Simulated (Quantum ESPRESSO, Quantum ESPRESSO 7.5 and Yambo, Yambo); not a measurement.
# SiC (F-43m): G0W0 on several meshes in Yambo

How does the mesh move the gap of SiC (F-43m)?

Main program and level: Quantum ESPRESSO 7.5 and Yambo 5.3.0; PBE and many-body steps on it, plane waves.

## 1. The starting structure

The structure is cubic, space group F-43m (No. 216). The conventional cell has a = 4.358 Å, b = 4.358 Å, c = 4.358 Å, α = 90.00°, β = 90.00°, γ = 90.00°. Nearest to Si lie 4 C at 1.89 Å. C has 4 Si at 1.89 Å nearest. Farther neighbours are not listed.

The cell and positions come from the Crystallography Open Database and are kept as given unless a step says otherwise.

## 2. Empty states on the mesh, 2×2×2 mesh, 65 bands

This step: Quantum ESPRESSO 7.5; DFT, PBE, plane waves, norm-conserving pseudopotentials.

The sums over transitions need many empty states on a uniform mesh; this step solves for them.

Input file pw.in:

```
&control
  calculation = 'nscf'
  prefix = 'x'
  outdir = 'o'
  pseudo_dir = 'pseudo'
/
&system
  ibrav = 0
  nat = 2
  ntyp = 2
  ecutwfc = 74.0
  nbnd = 65
  force_symmorphic = .true.
/
&electrons
  conv_thr = 1e-9
  electron_maxstep = 80
  diago_full_acc = .true.
  diago_thr_init = 5e-6
/
ATOMIC_SPECIES
  Si 28.085 Si.upf
  C 12.011 C.upf
CELL_PARAMETERS angstrom
  -0.0000000000 2.1790000000 2.1790000000
  2.1790000000 -0.0000000000 2.1790000000
  2.1790000000 2.1790000000 -0.0000000000
ATOMIC_POSITIONS crystal
  Si 0.0000000000 0.0000000000 0.0000000000
  C 0.2500000000 0.2500000000 0.2500000000
K_POINTS automatic
  2 2 2 0 0 0
```

Started as:

```bash
OMP_NUM_THREADS=1 mpirun -n 4 pw.x -nk 4 -in pw.in > pw.out
```

The program printed:

```text
Program PWSCF v.7.5 starts

     This program is part of the open-source Quantum ESPRESSO suite
     for quantum simulation of materials; please cite
         "P. Giannozzi et al., J. Phys.:Condens. Matter 21 395502 (2009);
         "P. Giannozzi et al., J. Phys.:Condens. Matter 29 465901 (2017);
         "P. Giannozzi et al., J. Chem. Phys. 152 154105 (2020);
     in publications or presentations arising from this work. More details at

     Atomic positions and unit cell read from directory:
     o/x.save/

     Message from routine setup:
[...]
120.7898

          k =-0.3536-0.3536 0.3536 (  1502 PWs)   bands (ev):

[...]
112.7314

          k =-0.7071 0.0000 0.0000 (  1524 PWs)   bands (ev):

[...]
93.9024  99.2314  99.2378 101.5550 101.8853 103.3983 103.3983 103.4139
   105.0050 105.0050 105.3576 105.9973 106.0134 107.0663 107.0663 113.1503
   117.6303

     highest occupied, lowest unoccupied level (ev):     9.4961   10.8574

     XML data file, pseudopotentials, collected wavefunctions

=------------------------------------------------------------------------------=
   JOB DONE.
=------------------------------------------------------------------------------=
```

Elapsed: 1.3 s, on 4 MPI ranks of Arm Neoverse V1, shared host; peak memory 0.05 GiB; 4.9 s of CPU time.

This step gave:

```yaml
gap: 1.361 eV
k_of_the_valence_top: 0, 0, 0
k_of_the_conduction_bottom: 0, -0.5, -0.5
least_direct_gap: 4.553 eV
k_points_computed: 3
lowest_point_of_the_top_converged_band_above_the_valence_top: 103.2353 eV
```

On this mesh the gap is 1.361 eV.

The density comes from a self-consistent run that is not shown.

## 3. Conversion and set-up

This step: Yambo 5.3.0; conversion and set-up on PBE, plane waves, norm-conserving pseudopotentials.

The states are converted to the many-body program's format and the q mesh is built.

Started as:

```bash
(cd o/x.save; p2y > p2y.log; mv SAVE ../..); yambo > setup.log
```

The program printed:

```text
 Yambo, version 5.3.0

 [02] CORE Variables Setup
 =========================

  [02.01] Unit cells
  ==================

  Cell kind             :  FCC
  Atoms in the cell     :  Si  C
  number of Si atoms    :  1
  number of C  atoms    :  1

  List of atomic masses
  Mass of Si    :  28.08500
  Mass of C     :  12.01100

  List of atomic coordinates    : [cc]
  Si1       :  0.000000  0.000000  0.000000  order 1
  C1       :  2.058857  2.058857  2.058857  order 2

  Alat factors          :  4.117713  4.117713  4.117713 [a.u.]
  Direct lattice volume :  139.6363 [a.u.]
[...]
occ @ K [3]
   2.000000  2.000000  2.000000  2.000000  0.000000  0.000000  0.000000  0.000000

 [03] Transferred momenta grid and indexing
 ==========================================

 IBZ Q-points                                      :  3
 BZ  Q-points                                      :   8

 K/Q-points units:
 rlu = crystal or reduced units; cc = cartesian coordinates; iku = interal k-units

 Q [1]          [rlu]:  0.000000  0.000000  0.000000
 Q [2]          [rlu]:  0.17304E-16  0.17304E-16 -0.50000
 Q [3]          [rlu]: -0.47188E-17 -0.50000     -0.50000

  [03.01] X indexes
  =================

   [03.01.01] Sigma indexes
   ========================

 [06] Game Over & Game summary
```

It took 2 s on 1 MPI rank; peak memory 0.23 GiB.

## 4. 2×2×2

G0W0 replaces the xc potential by the self-energy, built once from these orbitals. Only a window of levels is corrected, while the sums run over the empty bands that the input names.

This step: G0W0 on PBE, plane waves, norm-conserving pseudopotentials.

Input file gw13.in:

```
HF_and_locXC
gw0
dyson
ppa
em1d
rim_cut
RandQpts= 1000000
RandGvec= 1 RL
EXXRLvcs= 74 Ry
VXCRLvcs= 296 Ry
Chimod= "HARTREE"
% BndsRnXp
 1 | 65 |
%
NGsBlkXp= 15.5 Ry
% LongDrXp
 1 | 1 | 1 |
%
% GbndRnge
 1 | 65 |
%
DysSolver= "n"
ExtendOut
PPAPntXp= 27.21138 eV
% QPkrange
 1 | 1 | 3 | 6 |
 3 | 3 | 3 | 6 |
%
```

Started as:

```bash
OMP_NUM_THREADS=1 mpirun -n 4 yambo -F gw13.in -J gw13 -C gw13 > gw13.log
```

The program printed:

```text
 Yambo, version 5.3.0

 [02] CORE Variables Setup
 =========================

  [... cell, symmetries and grids as in the set-up ...]

  [02.05] Energies & Occupations
  ==============================

  [X] === General ===
  [X] Electronic Temperature                        :  0.000000  0.000000 [eV K]
  [X] Bosonic    Temperature                        :  0.000000  0.000000 [eV K]
  [X] Finite Temperature mode                       : no
  [X] El. density                                   :  0.38662E+24 [cm-3]
  [X] Fermi Level                                   :  9.496076 [eV]

  [X] === Gaps and Widths ===
  [X] Conduction Band Min                           :  1.361350 [eV]
  [X] Valence Band Max                              :  0.000000 [eV]
  [X] Filled Bands                                  :   4
  [X] Empty Bands                                   :    5   65
  [X] Direct Gap                                    :  4.552957 [eV]
  [X] Direct Gap localized at k                     :  3
  [X] Indirect Gap                                  :  1.361350 [eV]
  [X] Indirect Gap between kpts                     :  1  3
  [X] Last valence band width                       :  3.191607 [eV]
  [X] 1st conduction band width                     :  4.862001 [eV]

 [03] Transferred momenta grid and indexing
 ==========================================

 IBZ Q-points                                      :  3
 BZ  Q-points                                      :   8

 K/Q-points units:
 rlu = crystal or reduced units; cc = cartesian coordinates; iku = interal k-units

 Q [1]          [rlu]:  0.000000  0.000000  0.000000
 Q [2]          [rlu]:  0.17304E-16  0.17304E-16 -0.50000
 Q [3]          [rlu]: -0.47188E-17 -0.50000     -0.50000

 [04] Coloumb potential Random Integration (RIM)
 ===============================================

  [04.01] RIM initialization
  ==========================

  * Diagonal components only detected *

  8 x (sBL volume)        :  1.776402 [a.u.]
  sBZ random points       :  1000000
  Points outside the sBZ  :   7996195
  RL volume               :  1.776402 [a.u.]
  Integrated volume       :  1.777248 [a.u.]

  [04.02] RIM integrals
  =====================

  Gamma point sphere radius             :  0.219684 [a.u.]
  Points outside the sphere             :   799659
  [Int_sBZ(q=0) 1/q^2]*(Vol_sBZ)^(-1/3) =:  7.764404
                                 should be <:  7.795600

  Summary of Coulomb integrals for non-metallic bands |Q|[au] RIM/Bare

  Q [1] 0.100000E-4 0.995998 * Q [2] 0.660731 1.064860
  Q [3] 0.762946 1.063764

 [05] Dipoles
 ============

  [05.01] Setup: observables and procedures
  =========================================

 [06] Dynamic Dielectric Matrix (PPA)
 ====================================

 [WR./gw13//ndb.pp]--------------------------------------------------------------
  Brillouin Zone Q/K grids (IBZ/BZ)                :   3   8   3   8
  RL vectors                                       :  1917 [WF]
  Coulomb cutoff potential                         : none
  Electronic Temperature                           :  0.000000 [K]
  Bosonic    Temperature                           :  0.000000 [K]
  PPA    diel. fun.  energies                      : Perdew, Burke & Ernzerhof(X)+Perdew, Burke & Ernzerhof(C)
  wavefunctions                                    : Perdew, Burke & Ernzerhof(X)+Perdew, Burke & Ernzerhof(C)
  Global Gauge                                     : length
  X matrix size                                    :  181
  X band range                                     :    1   65
  X e/h energy range                               : -1.000000 -1.000000 [eV]
  X Time ordering                                  : R
  X Hxc Kernel                                     : HARTREE
  X Drude frequency                                :  0.000000  0.000000
  X poles                                          :  100.0000 [o/o]
  RL vectors in the sum                            :  1917
  [r,Vnl] included                                 : yes
  Field direction                                  :  0.577350E-5  0.577350E-5  0.577350E-5
  BZ energy Double Grid                            : no
  BZ energy DbGd points                            : 0
  BZ Q point size factor                           : -1.000000
  X Optical Averaged directions                    : none

 [07] Local Exchange-Correlation + Non-Local Fock
 ================================================

 [VXC] Plane waves :  12039
 [EXS] Plane waves :  1471

 QP @ state[ 1 ] K range:  1  1
 QP @ state[ 1 ] b range:   3   6
 QP @ state[ 2 ] K range:  3  3
 QP @ state[ 2 ] b range:   3   6

 [xc] Functional : Perdew, Burke & Ernzerhof(X)+Perdew, Burke & Ernzerhof(C)
 [xc] LIBXC used to calculate xc functional
  PP Number of Atomic Species                      :  2
  NLCC RL compoments                               :  12039
  PP Number of Atomic Species                      :  2
  NLCC RL compoments                               :  12039

 [xc] E_xc :  -3.118247 [Ha]
      E_xc :  -6.236494 [Ry]

  Local XC kind (lXC) : Perdew, Burke & Ernzerhof(X)+Perdew, Burke & Ernzerhof(C)
  Non-Local XC kind (nlXC) : Hartree-Fock

  Corrections @ K [1] :  [eV]
 <3|nlXC|3> = -18.33394 -0.87152E-17 <3|lXC|3> = -15.13944 -0.46476E-24
 <4|nlXC|4> = -18.33394 -0.17958E-16 <4|lXC|4> = -15.13944 -0.18882E-15
 <5|nlXC|5> = -6.677454  0.46556E-17 <5|lXC|5> = -13.11084 -0.37763E-15
 <6|nlXC|6> = -5.094376  0.77498E-17 <6|lXC|6> = -11.12089  0.39523E-21

  Corrections @ K [3] :  [eV]
 <3|nlXC|3> = -17.50175 -0.23431E-16 <3|lXC|3> = -13.63285  0.47204E-16
 <4|nlXC|4> = -17.50175 -0.80971E-17 <4|lXC|4> = -13.63285  0.47205E-16
 <5|nlXC|5> = -5.100673  0.27363E-17 <5|lXC|5> = -10.14898 -0.26552E-16
 <6|nlXC|6> = -5.060969  0.25362E-17 <6|lXC|6> = -10.53299 -0.47204E-16

  [07.01] Hartree-Fock occupations report
  =======================================

  [Hartree-Fock] === General ===
  [Hartree-Fock] Electronic Temperature             :  0.000000  0.000000 [eV K]
  [Hartree-Fock] Bosonic    Temperature             :  0.000000  0.000000 [eV K]
  [Hartree-Fock] Finite Temperature mode            : no
  [Hartree-Fock] El. density                        :  0.38662E+24 [cm-3]
  [Hartree-Fock] Fermi Level                        :  9.496076 [eV]

  [Hartree-Fock] === Gaps and Widths ===
  [Hartree-Fock] Conduction Band Min                :  5.430450 [eV]
  [Hartree-Fock] Valence Band Max                   : -1.054818 [eV]
  [Hartree-Fock] Filled Bands                       :   4
  [Hartree-Fock] Empty Bands                        :    5   65
  [Hartree-Fock] Direct Gap                         :  6.485268 [eV]
  [Hartree-Fock] Direct Gap localized at k          :  2
  [Hartree-Fock] Indirect Gap                       :  6.485268 [eV]
  [Hartree-Fock] Indirect Gap between kpts          :  2  2
  [Hartree-Fock] Last valence band width            :  6.005687 [eV]
  [Hartree-Fock] 1st conduction band width          :  7.226286 [eV]

 [08] Dyson equation: Newton solver
 ==================================

  [08.01] G0W0 (W PPA)
  ====================

  [  GW  ] Bands range     :    1   65
  [GW/PPA] G damping       :  0.100000 [eV]

  QP @ state[ 1 ] K range:  1  1
  QP @ state[ 1 ] b range:   3   6
  QP @ state[ 2 ] K range:  3  3
  QP @ state[ 2 ] b range:   3   6

   Sc/G bands                                       :    1   65
   Sc/G damping                                     :  0.100000 ev
   Sc bands terminator                              : no
   Sx RL components                                 :  1471

   QP @ state[ 1 ] K range                          :  1  1
   QP @ state[ 1 ] b range                          :   3   6
   QP @ state[ 2 ] K range                          :  3  3
   QP @ state[ 2 ] b range                          :   3   6
   GF energies kind                                 : Perdew, Burke & Ernzerhof(X)+Perdew, Burke & Ernzerhof(C)
   GF WF`s kind                                     : Perdew, Burke & Ernzerhof(X)+Perdew, Burke & Ernzerhof(C)
   Xs energies kind                                 : Perdew, Burke & Ernzerhof(X)+Perdew, Burke & Ernzerhof(C)
   Xs WF`s kind                                     : Perdew, Burke & Ernzerhof(X)+Perdew, Burke & Ernzerhof(C)

 [11] Game Over & Game summary
```

The job ended after 4.1 s (4 MPI ranks; peak memory 1 GiB).

Numbers from this step:

* G0W0 gap on the points computed: 1.827 eV
* starting gap on the mesh: 1.361 eV
* k of the valence top: 0, 0, 0
* k of the conduction bottom: 0, -0.5, -0.5
* least direct G0W0 gap on the computed points: 5.323 eV
* Z at the valence top: 0.8040
* Z at the conduction bottom: 0.8285

The gap on the mesh goes from 1.36 eV to 1.83 eV, a correction of +0.47 eV.

## 5. Empty states on the mesh, 6×6×6 mesh, 65 bands

This step: Quantum ESPRESSO 7.5; DFT, PBE, plane waves, norm-conserving pseudopotentials.

Edit pw.in of step 2 so:

```diff
@@ -31,2 +31,2 @@
 K_POINTS automatic
-  2 2 2 0 0 0
+  6 6 6 0 0 0
```

Started as:

```bash
OMP_NUM_THREADS=1 mpirun -n 4 pw.x -nk 4 -in pw.in > pw.out
```

The program printed:

```text
[banner, memory and clock lines left out]
Program PWSCF v.7.5 starts

     Atomic positions and unit cell read from directory:
     o/x.save/

     Message from routine setup:
     using ibrav=0 with symmetry is DISCOURAGED, use correct ibrav instead

     G-vector sticks info

     bravais-lattice index     =            0
     lattice parameter (alat)  =       5.8233  a.u.
     unit-cell volume          =     139.6363 (a.u.)^3
     number of atoms/cell      =            2
     number of atomic types    =            2
     number of electrons       =         8.00
[...]
43.0988  43.0988  51.0830  51.0830  51.0830  52.3680  52.3680  57.2867
[...]
120.7898

          k = 0.1179 0.1179-0.1179 (  1489 PWs)   bands (ev):

[...]
116.3432

          k = 0.2357 0.2357-0.2357 (  1501 PWs)   bands (ev):

[...]
95.7001  95.7001  97.0759  99.2251 100.0591 100.0591 100.5652 102.7494
   102.7494 103.5545 106.0498 106.0498 108.4231 108.5936 108.5936 111.5730
   111.5730

          k =-0.3536-0.3536 0.3536 (  1502 PWs)   bands (ev):

     [... further k-points ...]

     highest occupied, lowest unoccupied level (ev):     9.4961   10.8574

     XML data file, pseudopotentials, collected wavefunctions
```

It took 2.8 s on 4 MPI ranks; peak memory 0.2 GiB.

This step gave:

| Item | Value |
| --- | --- |
| gap | 1.361 eV |
| k of the valence top | 0, 0, 0 |
| k of the conduction bottom | 0, -0.5, -0.5 |
| least direct gap | 4.553 eV |
| k points computed | 16 |
| lowest point of the top converged band, above the valence top | 102.0769 eV |

On this mesh the gap is 1.361 eV.

## 6. Conversion and set-up

This step: Yambo 5.3.0; conversion and set-up on PBE, plane waves, norm-conserving pseudopotentials.

Started as:

```bash
(cd o/x.save; p2y > p2y.log; mv SAVE ../..); yambo > setup.log
```

The program printed:

```text
 Yambo, version 5.3.0

 [02] CORE Variables Setup
 =========================

  [02.01] Unit cells
  ==================

  Cell kind             :  FCC
  Atoms in the cell     :  Si  C
  number of Si atoms    :  1
  number of C  atoms    :  1

  List of atomic masses
  Mass of Si    :  28.08500
  Mass of C     :  12.01100

  List of atomic coordinates    : [cc]
  Si1       :  0.000000  0.000000  0.000000  order 1
  C1       :  2.058857  2.058857  2.058857  order 2

  Alat factors          :  4.117713  4.117713  4.117713 [a.u.]
  Direct lattice volume :  139.6363 [a.u.]
[...]
Q [ 1]         [rlu]:  0.000000  0.000000  0.000000
 Q [ 2]         [rlu]:  0.16734E-16  0.16734E-16  0.16667
 Q [ 3]         [rlu]:  0.33468E-16  0.33468E-16  0.33333
[...]
Q [ 8]         [rlu]: -0.19076E-16  0.16667     -0.33333
 Q [ 9]         [rlu]: -0.57120E-17  0.16667     -0.16667
 Q [10]         [rlu]:  0.31459E-17  0.33333      0.33333
     [... 4 further rows ...]
 Q [15]         [rlu]:  0.166667  0.333333 -0.333333
 Q [16]         [rlu]:  0.166667 -0.500000 -0.333333

  [03.01] X indexes
  =================

   [03.01.01] Sigma indexes
   ========================

 [06] Game Over & Game summary
```

The job ended after 2.1 s (1 MPI rank; peak memory 0.23 GiB).

(Part 1 of 2 ends here.)

[Paths, hosts, dates, memory and timing lines, banners, echoed tables and standing remarks are left out of the program output.]

[Logs are printed without paths, hosts, clocks, repeated set-up lines and the standing remarks that a program may print on its own settings, such as how far it seeks lower states.]

[Runs of the session that timed out or met a known fault of the program may be left out.]

[Hosts, paths, dates, database ids (printed as entryN), source tags and the programs' standing remarks are cut or masked in the printed files.]
